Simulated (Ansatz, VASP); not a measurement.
# Two plane-wave programs on TiAl

File INCAR:

```
PREC = Accurate
ENCUT = 520
EDIFF = 1E-6
ISMEAR = 1
SIGMA = 0.1
LREAL = False
LASPH = True
NELM = 100
ALGO = Normal
ISIF = 2
LWAVE = False
LCHARG = True
LELF = True
LVHAR = True
NBANDS = 14
```

Contents of KPOINTS:

```
regular mesh
0
Gamma
  8 8 8
```

POSCAR

```
TiAl
1.0
    3.0180000000      0.0000000000      0.0000000000
    0.0000000000      3.0180000000      0.0000000000
    0.0000000000      0.0000000000      3.0180000000
Ti Al
1 1
Direct
    0.5000000000      0.5000000000      0.4337309476
    0.0000000000      0.0000000000      0.0000000000
```

Input for Ansatz:

```yaml
crystal:
  lattice:
    - [3.018, 0.0, 0.0]
    - [0.0, 3.018, 0.0]
    - [0.0, 0.0, 3.018]
  atoms:
    - { symbol: Ti, position: [0.5, 0.5, 0.43373094764744863] }
    - { symbol: Al, position: [0.0, 0.0, 0.0] }
basis:
  ecutwfc: 510.0
kpoints:
  mp_grid:
    grid: [8, 8, 8]
hamiltonian:
  xc: lda
scf:
  occupations:
    method: cold
    width: 0.1
output:
  forces: true
```

Alike in both runs: task single point; functional LDA; k mesh 8 × 8 × 8; no spin polarisation.

|  | VASP | Ansatz |
| --- | --- | --- |
| version | VASP 6.6.1 | Ansatz 0.2.0 |
| potentials or method | VASP PAW LDA potentials, release 64 (Ti_sv, Al) | plane waves, PAW |
| plane-wave cutoff (eV) | 520 | 510 |
| occupations | methfessel-paxton of order 1, width 0.1 eV | cold, width 0.1 eV |
| valence electrons in the cell | 15 | 15 |

```csv
,VASP,Ansatz,Ansatz less VASP
rms of the force components (eV/Å),1.061,1.058,-0.0027
```

Atom by atom the forces differ by 0.003 eV/Å (rms over components).

Caveats: forces of over 1 eV/Å show positions far from the minimum, so gaps and moduli don't describe the material at rest.
